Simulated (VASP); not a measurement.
# TiO₂: restarted molecular dynamics, 2 variants

TiO₂, Pnma (no. 62), 12 atoms in the cell. PBE, molecular dynamics; PAW potentials Ti, O (PBE set).

| Restart from | Temperature at the end (K) | The same without a restart (K) | Potential energy at the end (eV/atom) | The same without a restart (eV/atom) | Electronic steps in the first step after the restart | Time (s) |
|---|---|---|---|---|---|---|
| CONTCAR with velocities, WAVECAR read | 826.0 | 826.0 | -8.62519 | -8.62520 | 7 | 273 |
| CONTCAR with velocities, no WAVECAR | 826.0 | 826.0 | -8.62519 | -8.62520 | 19 | 245 |

Limits: 60 fs of 12 atoms are too short for converged averages; the cell is only 3.0 Å across, so each atom moves in step with near copies of itself.

## Input of the first row

INCAR.step1:
```
GGA = PE
PREC = Normal
ENCUT = 400
EDIFF = 1E-6
NELMIN = 4
NELM = 60
ALGO = Normal
LREAL = Auto
LASPH = True
ISMEAR = 0
SIGMA = 0.05
ISYM = 0
LWAVE = True
LCHARG = False
IBRION = 0
NSW = 30
POTIM = 1.0
TEBEG = 1000
ISIF = 2
RANDOM_SEED = 855597 0 0
MDALGO = 2
SMASS = 0
KPAR = 2
```

INCAR.step2, as INCAR.step1 but for:
```
- LWAVE = True
+ LWAVE = False
```

KPOINTS:
```
k-points
0
Gamma
  1 3 2
```

POSCAR.step1:
```
TiO2
1.0
    9.4590000000      0.0000000000      0.0000000000
    0.0000000000      2.9585000000      0.0000000000
    0.0000000000      0.0000000000      4.9022000000
Ti O
4 8
Direct
    0.6369000000      0.2500000000      0.5646300000
    0.3631000000      0.7500000000      0.4353700000
    0.8631000000      0.7500000000      0.0646300000
    0.1369000000      0.2500000000      0.9353700000
    0.4724000000      0.2500000000      0.2916000000
    0.5276000000      0.7500000000      0.7084000000
    0.0276000000      0.7500000000      0.7916000000
    0.9724000000      0.2500000000      0.2084000000
    0.7663000000      0.2500000000      0.8635000000
    0.2337000000      0.7500000000      0.1365000000
    0.7337000000      0.7500000000      0.3635000000
    0.2663000000      0.2500000000      0.6365000000
```

Commands (each step's output is kept before the next begins):
```
cat potpaw_PBE.64/Ti/POTCAR potpaw_PBE.64/O/POTCAR > POTCAR
cp INCAR.step1 INCAR
cp POSCAR.step1 POSCAR
mpirun -np 2 vasp_std > vasp.out
cp CONTCAR POSCAR
cp INCAR.step2 INCAR
mpirun -np 2 vasp_std > vasp.out
```

Changes of the last row against the first:
```
(step 1)
- LWAVE = True
+ LWAVE = False
```

VASP 6.6.1 took 273 s on 2 cores (AMD EPYC 7R43 (Zen 3)), a shared host.
